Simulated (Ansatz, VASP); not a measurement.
**AlNi in VASP and in Ansatz**

```
Al Ni
1.0
     2.88100    0.00000    0.00000
     0.00000    2.88100    0.00000
     0.00000    0.00000    2.88100
Al Ni
1 1
Direct
  0.99249 0.99249 0.99249
  0.50000 0.50000 0.50000
```

Change from the starting cell: all Al atoms moved +0.037 Å, as atom 1 towards its neighbour atom 2 (Ni) at 2.495 Å.

Alike in both runs: task single point; functional PBE; k mesh 16 × 16 × 16; occupations gaussian, width 0.15 eV; no spin polarisation.

|  | VASP | Ansatz |
| --- | --- | --- |
| version | VASP 6.6.1 | Ansatz 0.2.0 |
| potentials or method | VASP PAW PBE potentials, release 64 (Al, Ni) | scalar-relativistic, plane waves, PAW |
| plane-wave cutoff (eV) | 520 | 420 |
| valence electrons in the cell | 13 | 21 |

VASP gave:

```
gap on the k mesh at the Fermi level (eV)       : none
pressure (GPa)                                  : 2.1
largest component of the traceless stress (GPa) : 0.07
rms of the force components (eV/Å)              : 0.130
```

Task: Which values does Ansatz return?

Result: gap on the k mesh at the Fermi level (eV): none; pressure (GPa): 2.1; largest component of the traceless stress (GPa): 0.07; rms of the force components (eV/Å): 0.129.

Atom by atom the forces differ by 0.000 eV/Å (rms over components). A gap of «none» marks a metal or a gap that the smearing closes. With one functional, cell and mesh, what is left measures potentials, basis and numerics. The two sets of potentials don't hold the same shells in valence.

Spin polarisation is off, so any magnetic state and its effect on volume and gap are missing.
